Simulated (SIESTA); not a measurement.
Runs of SIESTA 5.4.2 on NaCl. The structure is cubic, space group Fm-3m (No. 225). Conventional cell: a = 5.588 Å, b = 5.588 Å, c = 5.588 Å, α = 90.00°, β = 90.00°, γ = 90.00°. Cl (site symmetry m-3m) is surrounded by 6 Na at 2.79 Å. Na (site symmetry m-3m) has 6 Cl at 2.79 Å as nearest neighbours. The cell is a database's computed one.

```csv
task,level,potentials or basis,gap on the mesh (eV),pressure (GPa)
band structure,PBEsol,"PseudoDojo 0.4 standard (PBEsol files), DZP (energy shift 0.003 Ry; two zetas on semicore shells)",5.14,0.4
band structure,BLYP,"PseudoDojo 0.4 standard (PBE files), DZP (energy shift 0.003 Ry; two zetas on semicore shells)",5.37,2.8
band structure,LDA,"PseudoDojo 0.4 standard (LDA files), DZP (energy shift 0.003 Ry; two zetas on semicore shells)",4.91,-1.7
band structure,AM05,"PseudoDojo 0.4 standard (PBEsol files), DZP (energy shift 0.003 Ry; two zetas on semicore shells)",(a),(b)
```

Alike in all rows: no spin polarisation; cell as given; k mesh 8 × 8 × 8; smearing fermi-dirac 0.05 eV; grid cutoff 800 Ry; energy shift 0.003 Ry.

Fill in the values left out.

(a) 5.30; (b) 1.4.

Caveats: the basis of atomic orbitals isn't converged, which shifts pressures, moduli and gaps; the potentials were made for another functional, which shifts forces and pressure (some runs).

